Four force fields for the same metal, run in the same program on the same crystal, might be expected to agree on how hard it is to compress. Three quantum-mechanical calculations in three different programs, with different potentials and basis sets, would seem to have more room to differ. For tungsten in the face-centred cubic (fcc) structure it is the other way round.

Bulk modulus of fcc tungsten from force fields in LAMMPS and from PBE calculations in GPAW, ABACUS and Quantum ESPRESSO, for a static lattice with one atom per cell. Each modulus comes from a fit to the method's own energy–volume curve and is taken at its minimum. For the PBE rows, the basis column gives the plane-wave cutoff.

```
       method         rung           program                            potentials       basis                k mesh            smearing  bulk modulus (GPa)
     2NN MEAM  force field            LAMMPS                               WL.meam     default      none 1-atom-cell            none 0eV               297.8
          EAM  force field            LAMMPS                     Zhou04_create_eam     default      none 1-atom-cell            none 0eV               147.6
         MEAM  force field            LAMMPS                          library.meam     default      none 1-atom-cell            none 0eV               319.1
SNAP-with-ZBL  force field            LAMMPS                 WBe_Wood_PRB2019.snap     default      none 1-atom-cell            none 0eV               202.0
          PBE          GGA              GPAW  GPAW-PAW-data-sets-(gpaw-data-1.2.1)      600 eV  11x11x11 1-atom-cell  fermi-dirac 0.05eV               293.1
          PBE          GGA            ABACUS   PseudoDojo-NC-SR-0.4.1-PBE-standard  1006.82 eV  11x11x11 1-atom-cell  fermi-dirac 0.05eV               292.5
          PBE          GGA  Quantum ESPRESSO               SSSP-1.3-efficiency-PBE  748.313 eV  11x11x11 1-atom-cell  fermi-dirac 0.05eV               293.4
```

The force fields spread over 171.5 GPa and fall on both sides of PBE, while the three PBE rows lie within 0.9 GPa of one another. Since all the force fields ran in LAMMPS, their scatter comes from the potentials and not from a change of program. The simplest explanation would be volume. Each modulus is taken where that method's own energy is lowest, and a metal whose atoms sit closer together usually resists further squeezing more strongly.

This idea can be made quantitative. The bulk modulus B is −V dP/dV, with V the volume per atom and P the pressure. If its pressure derivative B′ = dB/dP is constant, then dB/B = −B′ dV/V, which integrates to

B = B₀ (V₀/V)^B′

Here B₀, V₀ and B′ are taken from the PBE curve of GPAW, so no force-field row enters the fit. If volume were the whole story, this one curve would give the modulus of every row.

The first row, 2NN MEAM, looks like a success for the force field, only 4.8 GPa above the PBE mean. Yet its crystal is smaller than the PBE one, and the volume rule would make it stiffer still, at 316 GPa. Compared at one common volume, close to the PBE minimum, it is softer than PBE: 278 against 296 GPa. The good agreement in the table is thus partly a cancellation between a small volume and a soft energy curve.

EAM, at 147.6 GPa, is the lowest row, about half the PBE value. For the PBE curve to become so soft, the crystal would have to swell to about 19.1 Å³ per atom, well beyond the 17.7 Å³ at which the scans of the other methods end. A larger volume alone is therefore an unlikely cause. The potential may be truly soft in this structure, or its energy curve may have a kink that spoils the fitted curvature; neither has been tested.

MEAM contradicts the volume rule outright. Its minimum lies at 17.08 Å³ per atom, against 16.43 Å³ for GPAW, so the estimate is

B = 293.1 GPa × (16.43/17.08)^4.49 ≈ 246 GPa

The computed modulus is 319.1 GPa, the highest in the table. The large volume hides part of the stiffness: at the common volume MEAM reaches 390 GPa, about a third above PBE.

SNAP errs in the direction that the rule predicts, but much too far. Its crystal is somewhat larger than the PBE one, which accounts for about 27 of the 91 GPa by which it falls short of GPAW. The rest remains when the modulus is taken directly from the pressures, without a fit to the energies. The softness therefore belongs to the potential.

Removing the volume differences thus makes the disagreement worse. Among 2NN MEAM, MEAM and SNAP the spread grows from 117 GPa at their own minima to 165 GPa at the common volume. The energies at the three minima, by contrast, lie within about 0.1 eV per atom of one another. Potentials can nearly agree on the depth of the energy curve and still disagree on how sharply it bends, and the bulk modulus measures that bending.

Theory suggests why the bending is so poorly controlled. The EAM and both MEAM potentials were fitted mainly to properties of body-centred cubic (bcc) tungsten, where an atom has eight nearest neighbours and six more slightly farther out. In fcc it has twelve at a single distance, so attraction and repulsion enter with different weights. Errors that cancelled in the fitted structure need not cancel here, and they can make the crystal too stiff or too soft. The table holds no bcc row to test this step, and the argument doesn't cover SNAP, whose fitting data aren't given here; the cause of its softness stays open.

The PBE rows at the bottom rely much less on such a transfer. In each program the valence electrons are solved afresh for the actual arrangement of atoms, and the potentials describe only the cores. The small differences that remain are of the size expected from potentials, basis sets and curve fits, and they rank no program. The agreement shows that the programs solve the same PBE problem alike; an error of PBE itself, or of the k mesh and smearing that they share, would be common to all three.

These moduli describe uniform compression only, and fcc tungsten is known to be unstable to shear in PBE. Tungsten contacts and interconnects in chips are normally bcc, so the values don't describe that metal directly. They do warn that a force field's stiffness should be checked in each structure where it is used. The output below gives the volume-only estimates and the comparison at a common volume.

Printed output of the fit:

```
Distance from the PBE mean:
            row  difference in GPa
       2NN MEAM                4.8
            EAM             -145.4
           MEAM               26.1
  SNAP-with-ZBL                -91
            PBE                0.1
            PBE               -0.5
            PBE                0.4
Mean of the three PBE rows in GPa: 293
Spread of the PBE rows in GPa: 0.9
Spread of the four force fields in GPa: 171.5
Volume-only estimate for 2NN MEAM in GPa: 315.6
Volume-only estimate for MEAM in GPa: 246
Volume-only estimate for SNAP in GPa: 266.5
Modulus of 2NN MEAM near 16.40 cubic angstrom per atom in GPa: 278.2
Modulus of MEAM at that same volume in GPa: 390
Modulus of SNAP at that same volume in GPa: 224.7
Modulus of PBE in GPAW at that same volume in GPa: 296.2
Modulus of PBE in ABACUS at that same volume in GPa: 296.8
Spread of 2NN MEAM and MEAM and SNAP at own minima in GPa: 117.1
Spread of the same three at the common volume in GPa: 165.2
Shortfall of SNAP from GPAW at own minima in GPa: 91.1
Part of that shortfall given by the volume-only estimate in GPa: 26.64
Spread of the minimum energies of the same three in eV per atom: 0.1011
Volume at which the GPAW curve would be as soft as EAM in cubic angstrom per atom: 19.14
GPAW curve carried to the largest scanned volume 17.73 in GPa: 207.8
```
